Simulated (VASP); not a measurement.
# ZnO (zincite) (P6_3mc) in VASP: further runs

Runs on ZnO (zincite). Level: LDA. Tasks: relaxation of shape and atoms at fixed volume.

Program: VASP 6.6.1. These are calculated values, not measurements. Logs are shortened: lines on timing, memory, paths and dates and some standing lists are left out, and cuts for length are marked.

**What was measured.**

“Electronic structure of alkaline earth and post-transition metal oxides”, 2009, arxiv:0908.1581 quotes, for a bulk crystal of ZnO: band gap 3.37 eV.

How close the calculation comes is told below.

### Step 1. The crystal as given

It takes space group P6_3mc (No. 186, hexagonal). The conventional cell has a = 3.194 Å, b = 3.194 Å, c = 5.164 Å, α = 90.00°, β = 90.00°, γ = 120.00°. Zn (site symmetry 3m) is surrounded by 4 O at 1.95 Å. O (site symmetry 3m) has 4 Zn at 1.95 Å as nearest neighbours.

### Step 2. Relaxation of shape and atoms at fixed volume, LDA (a relaxed cell with its volume scaled by 0.98)

Contents of INCAR:

```
SYSTEM = ZnO
ALGO = Normal
EDIFF = 1E-7
EDIFFG = -0.01
ENCUT = 600
GGA = CA
IBRION = 2
ISIF = 4
ISMEAR = 0
LASPH = .True.
LCHARG = .False.
LREAL = .False.
LWAVE = .False.
NELM = 80
NSW = 40
PREC = Accurate
SIGMA = 0.03
```

Contents of KPOINTS:

```
k-points
0
Gamma
  9 9 5
  0 0 0
```

Contents of POSCAR:

```
ZnO                                     
1.0
    3.1724996408      0.0000000000      0.0000000000
   -1.5862498204      2.7474652824      0.0000000000
    0.0000000000      0.0000000000      5.1289790917
  Zn              O             
     2     2
Direct
     0.3333333332999970    0.6666666667000030    0.5003505567281650
     0.6666666667000030    0.3333333332999970    0.0003505567281650
     0.6666666667000030    0.3333333332999970    0.3786594432718360
     0.3333333332999970    0.6666666667000030    0.8786594432718360
```

Potentials or basis: VASP PAW LDA potentials, release 64 (Zn, O).

Launch:

```bash
> cat potpaw_LDA.64/Zn/POTCAR potpaw_LDA.64/O/POTCAR > POTCAR
> mpirun -np 1 vasp_std > vasp.out
```

OUTCAR:

```text
SYSTEM = ZnO
   EDIFF = 1E-7
   EDIFFG = -0.01
   ENCUT = 600
   GGA = CA
   IBRION = 2
   ISIF = 4
   ISMEAR = 0
   LASPH = .True.
   LREAL = .False.
   NELM = 80
   NSW = 40
   PREC = Accurate

 ion  position               nearest neighbor table
   1  0.333  0.667  0.500-   3 1.94   3 1.94   3 1.94   4 1.94
   2  0.667  0.333  0.000-   4 1.94   4 1.94   4 1.94   3 1.94
   3  0.667  0.333  0.379-   1 1.94   1 1.94   1 1.94   2 1.94
   4  0.333  0.667  0.879-   2 1.94   2 1.94   2 1.94   1 1.94

  LATTYP: Found a hexagonal cell.
 ALAT       =     3.1724996408
 C/A-ratio  =     1.6166996603

  Lattice vectors:

 A1 = (   3.1724996408,   0.0000000000,   0.0000000000)
 A2 = (  -1.5862498204,   2.7474652824,   0.0000000000)
 A3 = (   0.0000000000,   0.0000000000,   5.1289790917)

Analysis of symmetry for initial positions (statically):
=====================================================================
 Subroutine PRICEL returns:
 Original cell was already a primitive cell.

 Routine SETGRP: Setting up the symmetry group for a
 hexagonal supercell.

 Subroutine GETGRP returns: Found 12 space group operations
 (whereof  6 operations were pure point group operations)
 out of a pool of 24 trial point group operations.

The static configuration has the point symmetry C_3v.
 The point group associated with its full space group is C_6v.

Analysis of symmetry for dynamics (positions and initial velocities):
=====================================================================
 Subroutine PRICEL returns:
 Original cell was already a primitive cell.

 Routine SETGRP: Setting up the symmetry group for a
 hexagonal supercell.

 Subroutine GETGRP returns: Found 12 space group operations
 (whereof  6 operations were pure point group operations)
 out of a pool of 24 trial point group operations.

The dynamic configuration has the point symmetry C_3v.
 The point group associated with its full space group is C_6v.

 Subroutine INISYM returns: Found 12 space group operations
 (whereof  6 operations are pure point group operations),
 and found     1 'primitive' translations

----------------------------------------------------------------------------------------

                                     Primitive cell
[... 94 lines left out ...]
   NELM   =     80;   NELMIN=  2; NELMDL= -5     # of ELM steps
   EDIFF  = 0.1E-06   stopping-criterion for ELM
   LREAL  =      F    real-space projection
   EDIFFG = -.1E-01   stopping-criterion for IOM
   NSW    =     40    number of steps for IOM
   IBRION =      2    ionic relax: 0-MD 1-quasi-New 2-CG
   NFREE  =      1    steps in history (QN), initial steepest desc. (CG)
   ISIF   =      4    stress and relaxation
   ISYM   =      2    0-nonsym 1-usesym 2-fastsym
   POTIM  = 0.5000    time-step for ionic-motion
   TEBEG  =    0.0;   TEEND  =   0.0 temperature during run
   PSTRESS=    0.0 pullay stress
   NELECT =      36.0000    total number of electrons
   NUPDOWN=      -1.0000    fix difference up-down
   EMIN   =  10.00;   EMAX   =-10.00  energy-range for DOS
   EFERMI =   0.00;   METHOD = LEGACY
   ISMEAR =     0;   SIGMA  =   0.03  broadening in eV -4-tet -1-fermi 0-gaus
   EFERMI_NEDOS =   21; number of points for ismear=-14 and -15
   IALGO  =     38    algorithm
   IMIX   =      4    mixing-type and parameters
     AMIX     =   0.40;   BMIX     =  1.00
     AMIX_MAG =   1.60;   BMIX_MAG =  1.00
  volume/ion in A,a.u.               =      11.18        75.42
  Fermi-wavevector in a.u.,A,eV,Ry     =   1.523073  2.878191 31.562139  2.319752
  Thomas-Fermi vector in A             =   2.631566
   LORBIT       =      0    0 simple, 1 ext, 2 COOP (PROOUT), +10 PAW based schemes
   GGA     = CA    functional components
   LHFCALC =     F    Hartree Fock is set to
   AEXX    =    0.0000 exact exchange contribution
   IVDW    =     0    specifies the selected vdW correction
   LEPSILON=     F    determine dielectric tensor
   LRPA    =     F    only Hartree local field effects (RPA)
 conjugate gradient relaxation of ions
 non-spin polarized calculation
 Gauss-broadening in eV      SIGMA  =   0.03
  energy-cutoff  :      600.00
  volume of cell :       44.71
 maximum number of plane-waves:      1511
 NGX is ok and might be reduce to    28
   NGX = 13   NGY = 13   NGZ = 21

 number of electron      35.9999995 magnetization

 Free energy of the ion-electron system (eV)
  ---------------------------------------------------
  ext. energy  EPLUGINS =         0.00000000
  ---------------------------------------------------
  free energy    TOTEN  =       -21.15146209 eV

  energy without entropy =      -21.15146209  energy(sigma->0) =      -21.15146209

 E-fermi :   1.6079     XC(G=0): -11.7996

 val. band max:        1.4859376933   @ k =   0.0000   0.0000   0.0000
 cond. band min:       2.3182123784   @ k =   0.0000   0.0000   0.0000
 fundamental gap:      0.8322746851
 Fermi energy:         1.6078535295

 k-point     1 :       0.0000    0.0000    0.0000
  band No.  band energies     occupation
      1     -16.8602      2.00000
      2     -15.9936      2.00000
      3      -4.7551      2.00000
      4      -4.6230      2.00000
      5      -4.6230      2.00000
      6      -4.5850      2.00000
[... 589 lines left out ...]
     21       9.4886      0.00000
     22       9.6015      0.00000

 [... further k-points ...]

------------------------ aborting loop because EDIFF is reached ----------------------------------------

  FORCE on cell =-STRESS in cart. coord.  units (eV):
  Direction    XX          YY          ZZ          XY          YZ          ZX
  --------------------------------------------------------------------------------------
  -------------------------------------------------------------------------------------
  Total        0.9567266      0.9567266      0.9756405      0.0000000      0.0000000      0.0000000
  in kB       34.2873325     34.2873325     34.9651742      0.0000000      0.0000000      0.0000000
  external PRESSURE =      34.5132797 kB  Pullay stress =       0.0000000 kB

 VOLUME and BASIS-vectors are now :
 -----------------------------------------------------------------------------
  energy-cutoff  :      600.00
  volume of cell :       44.71
      direct lattice vectors                 reciprocal lattice vectors
     3.172499641  0.000000000  0.000000000     0.315208862  0.181985921  0.000000000
    -1.586249820  2.747465282  0.000000000     0.000000000  0.363971842  0.000000000
     0.000000000  0.000000000  5.128979092     0.000000000  0.000000000  0.194970574

 POSITION                                       TOTAL-FORCE (eV/Angst)
 -----------------------------------------------------------------------------------
     -0.00000      1.83164      2.56629        -0.000000      0.000000     -0.001907
      1.58625      0.91582      0.00180         0.000000      0.000000     -0.001907
      1.58625      0.91582      1.94214        -0.000000      0.000000      0.001907
     -0.00000      1.83164      4.50663         0.000000     -0.000000      0.001907
 -----------------------------------------------------------------------------------
    total drift:                               -0.000000     -0.000001     -0.000185

  FREE ENERGIE OF THE ION-ELECTRON SYSTEM (eV)
  ---------------------------------------------------
  free  energy   TOTEN  =       -21.1514620938 eV

  energy  without entropy=      -21.1514620938  energy(sigma->0) =      -21.15146209

 reached required accuracy - stopping structural energy minimisation
```

CONTCAR:

```text
ZnO
   1.00000000000000
     3.1724996407999999    0.0000000000000000    0.0000000000000000
    -1.5862498204000000    2.7474652823999999    0.0000000000000000
     0.0000000000000000    0.0000000000000000    5.1289790916999998
  Zn              O
     2     2
Direct
     0.3333333332999970    0.6666666667000030    0.5003505567281650
     0.6666666667000030    0.3333333332999970    0.0003505567281650
     0.6666666667000030    0.3333333332999970    0.3786594432718360
     0.3333333332999970    0.6666666667000030    0.8786594432718360

  0.00000000E+00  0.00000000E+00  0.00000000E+00
  0.00000000E+00  0.00000000E+00  0.00000000E+00
  0.00000000E+00  0.00000000E+00  0.00000000E+00
  0.00000000E+00  0.00000000E+00  0.00000000E+00
```

Run time: 27 s. Hardware: 1 thread of Intel Xeon Platinum 8488C (Sapphire Rapids), shared host; peak memory 0.17 GiB.

What came out:

```
Free energy             : -21.1515 eV
Pressure after relaxing : 3.5 GPa
Band gap on the k mesh  : 0.83 eV, direct
```

Final structure:
```
Zn O
1.0
     3.17250    0.00000    0.00000
    -1.58625    2.74747    0.00000
     0.00000    0.00000    5.12898
Zn O
2 2
Direct
  0.33333 0.66667 0.50035
  0.66667 0.33333 0.00035
  0.66667 0.33333 0.37866
  0.33333 0.66667 0.87866
```

Caveat: the relaxation stopped at its first step, so nothing moved.

### Step 3. Relaxation of shape and atoms at fixed volume, LDA

INCAR is that of step 2.

KPOINTS is that of step 2.

Changes to POSCAR since step 2:

```diff
@@ -2,5 +2,5 @@
 1.0
-    3.1724996408      0.0000000000      0.0000000000
-   -1.5862498204      2.7474652824      0.0000000000
-    0.0000000000      0.0000000000      5.1289790917
+    3.1939360994      0.0000000000      0.0000000000
+   -1.5969680497      2.7660298001      0.0000000000
+    0.0000000000      0.0000000000      5.1636354071
   Zn              O
```

Potentials or basis: VASP PAW LDA potentials, release 64 (Zn, O).

Launch:

```bash
> cat potpaw_LDA.64/Zn/POTCAR potpaw_LDA.64/O/POTCAR > POTCAR
> mpirun -np 1 vasp_std > vasp.out
```

OUTCAR:

```text
SYSTEM = ZnO
   EDIFF = 1E-7
   EDIFFG = -0.01
   ENCUT = 600
   GGA = CA
   IBRION = 2
   ISIF = 4
   ISMEAR = 0
   LASPH = .True.
   LREAL = .False.
   NELM = 80
   NSW = 40
   PREC = Accurate

 ion  position               nearest neighbor table
   1  0.333  0.667  0.500-   3 1.95   3 1.95   3 1.95   4 1.95
   2  0.667  0.333  0.000-   4 1.95   4 1.95   4 1.95   3 1.95
   3  0.667  0.333  0.379-   1 1.95   1 1.95   1 1.95   2 1.95
[... 807 lines left out ...]
  Direction    XX          YY          ZZ          XY          YZ          ZX
  --------------------------------------------------------------------------------------
  -------------------------------------------------------------------------------------
  Total       -0.0002509     -0.0002509      0.0185726      0.0000000     -0.0000000      0.0000000
  in kB       -0.0088109     -0.0088109      0.6522967      0.0000000     -0.0000000      0.0000000
  external PRESSURE =       0.2115583 kB  Pullay stress =       0.0000000 kB

 VOLUME and BASIS-vectors are now :
 -----------------------------------------------------------------------------
  energy-cutoff  :      600.00
  volume of cell :       45.62
      direct lattice vectors                 reciprocal lattice vectors
     3.193936099  0.000000000  0.000000000     0.313093302  0.180764502  0.000000000
    -1.596968050  2.766029800  0.000000000     0.000000000  0.361529004  0.000000000
     0.000000000  0.000000000  5.163635407     0.000000000  0.000000000  0.193662008

 POSITION                                       TOTAL-FORCE (eV/Angst)
 -----------------------------------------------------------------------------------
     -0.00000      1.84402      2.58363         0.000000      0.000000     -0.003649
      1.59697      0.92201      0.00181        -0.000000      0.000000     -0.003649
      1.59697      0.92201      1.95526         0.000000      0.000000      0.003649
     -0.00000      1.84402      4.53708        -0.000000     -0.000000      0.003649
 -----------------------------------------------------------------------------------
    total drift:                               -0.000000     -0.000000     -0.001055

  FREE ENERGIE OF THE ION-ELECTRON SYSTEM (eV)
  ---------------------------------------------------
  free  energy   TOTEN  =       -21.1632197226 eV

  energy  without entropy=      -21.1632197226  energy(sigma->0) =      -21.16321972

 reached required accuracy - stopping structural energy minimisation
```

CONTCAR:

```text
ZnO
   1.00000000000000
     3.1939360994000001    0.0000000000000000    0.0000000000000000
    -1.5969680497000001    2.7660298001000001    0.0000000000000000
     0.0000000000000000    0.0000000000000000    5.1636354071000001
  Zn              O
     2     2
Direct
     0.3333333332999970    0.6666666667000030    0.5003505567281650
     0.6666666667000030    0.3333333332999970    0.0003505567281650
     0.6666666667000030    0.3333333332999970    0.3786594432718360
     0.3333333332999970    0.6666666667000030    0.8786594432718360

  0.00000000E+00  0.00000000E+00  0.00000000E+00
  0.00000000E+00  0.00000000E+00  0.00000000E+00
  0.00000000E+00  0.00000000E+00  0.00000000E+00
  0.00000000E+00  0.00000000E+00  0.00000000E+00
```

It took 27 s on 1 thread of Intel Xeon Platinum 8488C (Sapphire Rapids), shared host; peak memory 0.17 GiB.

What came out:

- Free energy: -21.1632 eV
- Pressure after relaxing: 0.0 GPa
- Largest force after relaxing: 0.004 eV/Å
- Band gap on the k mesh: 0.80 eV, direct

Forces in eV/Å, atoms in the order of the input:
```
Zn   0.000  0.000 -0.004
Zn   0.000  0.000 -0.004
O    0.000  0.000  0.004
O    0.000  0.000  0.004
```

Final structure:
```
Zn O
1.0
     3.19394    0.00000    0.00000
    -1.59697    2.76603    0.00000
     0.00000    0.00000    5.16364
Zn O
2 2
Direct
  0.33333 0.66667 0.50035
  0.66667 0.33333 0.00035
  0.66667 0.33333 0.37866
  0.33333 0.66667 0.87866
```

Levels at points of the mesh, in eV from the valence-band top:
| k point | band 14 | band 15 | band 16 | band 17 | band 18 | band 19 | band 20 | band 21 | band 22 |
| --- | --- | --- | --- | --- | --- | --- | --- | --- | --- |
| (0.00, 0.00, 0.00) | -0.85 | -0.85 | -0.10 | 0.00 | 0.00 | 0.80 | 5.27 | 8.18 | 12.94 |

Caveat: the relaxation stopped at its first step, so nothing moved.

### Step 4. Comparison with measurements

Step 3. Against the measured gap of ZnO, 3.37 eV (quoted in “Electronic structure of alkaline earth and post-transition metal oxides”, 2009, arxiv:0908.1581), the calculated 0.80 eV is off by -2.57 eV. So large a miss can be the level of theory's own, or it may mean another phase, state or a wrong row. The value is that of LDA, without temperature or zero-point motion. Semilocal functionals fall short of measured gaps as a rule.
